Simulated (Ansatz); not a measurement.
# The polar optical mode of BP at 16 GPa, worked through

Level of theory: DFT PBE, scalar-relativistic, plane waves, PAW (Ansatz). Cutoff 420 eV, 10×10×10 k-points (Γ-centred), fixed occupations. No spin polarisation. Phonons by linear response, acoustic sum rule imposed.

The cell, relaxed at 16 GPa:
```yaml
crystal:
  lattice:
    - [0.00000, 2.21125, 2.21125]
    - [2.21125, 0.00000, 2.21125]
    - [2.21125, 2.21125, 0.00000]
  atoms:
    - { symbol: B, position: [0.00000, 0.00000, 0.00000] }
    - { symbol: P, position: [0.75000, 0.75000, 0.75000] }
```

Linear response gives ν_TO = 869.5 cm⁻¹, Born charges ±0.769 e (positive on P) and ε∞ = 9.138. The primitive cell holds 21.624 Å³, and the masses are 10.810 and 30.974 amu.

Question: Find ν_LO and the static dielectric constant.

Answer: The long-wave field adds a restoring force: ω_LO² − ω_TO² = Z*²e²/(ε_vac ε∞ μV). In these units ν_LO² − ν_TO² = 4.92064×10⁷ Z*²/(μ V ε∞) cm⁻², with μ = m₁m₂/(m₁ + m₂) = 8.013 amu: 18386 cm⁻². So ν_LO = √(869.5² + 18386) = 880.0 cm⁻¹, and the run gives 880.0. Lyddane–Sachs–Teller then gives ε0 = ε∞ (ν_LO/ν_TO)² = 9.36, against 9.36 in the run (it forms both from the same three quantities, so the match checks the arithmetic only). Between ν_TO and ν_LO the dielectric function is negative and an undamped crystal reflects fully: a reststrahlen band from 11.4 to 11.5 μm.

Question: What do the Clausius–Mossotti polarisability and the Szigeti charge come to?

Answer: With the Lorentz local field, α = (3V/4π)(ε∞ − 1)/(ε∞ + 2) = 3.77 Å³ for the pair, and e_S = 3Z*/(ε∞ + 2) = 0.21 e. The Born charge includes the electrons' response to the dipole's own local field, and e_S takes that enhancement out. The Lorentz field assumes point-like polarisable ions, a poor picture once ε∞ is this large, since the electron clouds then overlap or are shared, so both numbers are formal here.

Question: How strongly does a slow electron couple to the LO mode?

Answer: For one isotropic parabolic band, Fröhlich's constant is α_F = (1/ε∞ − 1/ε0) √(m* Ry/ħω_LO), with Ry = 13.606 eV, ħω_LO = 109.1 meV and m* in free-electron masses: α_F = 0.0026 × 11.17 × √m* = 0.03 √m*. The band mass isn't part of this run; for m* = 0.1, 0.3 and 1 it gives 0.01, 0.02, 0.03. In weak coupling the polaron lies α_F ħω_LO below the band edge (2 meV at m* = 0.3) with a mass m*(1 + α_F/6); past α_F of about 5 or 6 that expansion fails. A semilocal functional's ε∞ tends to be too large, which taken alone lowers α_F.

Cost: 1 run of about 0.33 core-minutes, on AMD EPYC 7R43 (Zen 3) (shared hosts).